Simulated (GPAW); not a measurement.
C:

```
CELL_PARAMETERS angstrom
0.00000 1.78337 1.78337
1.78337 0.00000 1.78337
1.78337 1.78337 0.00000
ATOMIC_POSITIONS crystal
C 0.75000 0.75000 0.75000
C 0.50000 0.50000 0.50000
```

This isn't the form of C at room conditions, which is graphite.

Program: GPAW 26.7.0. Alike in all runs: task band structure; no spin polarisation; cell as given; k mesh 10 × 10 × 10; smearing fermi-dirac 0.05 eV.

Question: Order these runs on this cell by their band gap on the k mesh, lowest first.
A. level vdW-DF2; potentials or basis GPAW PAW data sets (gpaw-data 1.2.1), pw; cutoff (eV) 800; band points 60
B. level PBE; potentials or basis GPAW PAW data sets (gpaw-data 1.2.1), fd; band points 100; grid spacing 0.16 Å
C. level r4SCAN; potentials or basis GPAW PAW data sets (gpaw-data 1.2.1), pw; cutoff (eV) 800; band points 100

Answer: B (4.18 eV), C (4.46 eV), A (4.71 eV).

A k mesh can miss the band edges.
